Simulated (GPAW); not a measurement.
Crystal: BN.

```
CELL_PARAMETERS angstrom
0.00000 1.81300 1.81300
1.81300 0.00000 1.81300
1.81300 1.81300 0.00000
ATOMIC_POSITIONS crystal
N 0.25000 0.25000 0.25000
B 0.00000 0.00000 0.00000
```

The cell is a database's computed one.

Base run:

```yaml
Program: GPAW 26.7.0
Functional: PBE
Potentials_or_basis: GPAW PAW data sets (gpaw-data 1.2.1)
Cutoff: 800 eV
Basis: pw
k_mesh: 10 × 10 × 10
Occupations: fermi-dirac, width 0.05 eV
Spin: no spin polarisation
```

Its results: band gap on the k mesh 4.46 eV, indirect (least direct gap 8.79 eV).

The run is repeated on the same cell with these changes: functional from PBE to PBEsol0; cutoff from 800 eV to 600 eV; k mesh from 10 × 10 × 10 to 6 × 6 × 6. What comes out?

Band gap on the k mesh 6.40 eV, indirect (least direct gap 11.23 eV).

Several settings changed at once, so the effect can't be laid on one alone.

Caveats: some runs use coarse meshes.
